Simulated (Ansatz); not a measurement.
# NiO in Ansatz: the effect of target pressure

Crystal: NiO.

```
Ni O
1.0
     0.00000    2.08590    2.08590
     2.08590    0.00000    2.08590
     2.08590    2.08590    0.00000
Ni O
1 1
Direct
  0.00000 0.00000 0.00000
  0.50000 0.50000 0.50000
```

Alike in all runs:

| Quantity | Value |
| --- | --- |
| Program | Ansatz 0.2.0 |
| Task | relaxation of cell and atoms |
| Functional | PBEsol |
| Potentials or basis | all-electron LAPW, scalar-relativistic |
| Basis error allowed | 0.001 eV/atom |
| k mesh | 11 × 11 × 11 |
| Occupations | fermi-dirac, width 0.05 eV |
| Spin | collinear spin, ferromagnetic start |
| Starting moments | [1.0, 0.0] μB |

Each run relaxes the cell or the atoms first.

```tsv
target pressure	relaxed volume (Å³/atom)	moment (μB)
0 GPa	8.74	1.32
5 GPa	?	?
10 GPa	8.36	1.19
20 GPa	7.98	0.39
30 GPa	7.75	0.38
```

**Question.** What does the run with target pressure 5 GPa give?

**Answer.** Relaxed volume 8.54 Å³/atom; moment 1.26 μB.

Worked out: In Murnaghan's law V^(-B') rises as a straight line in P. The other rows fit best with B' = 4.5, V0 = 8.75 Å³/atom and B0 = 184 GPa, which gives 8.53 Å³/atom at 5 GPa, against the run's 8.54. The moment follows no smooth curve through the other rows.

Caveats: a cell with one magnetic atom can't hold antiferromagnetic order, which such compounds often take (some runs).
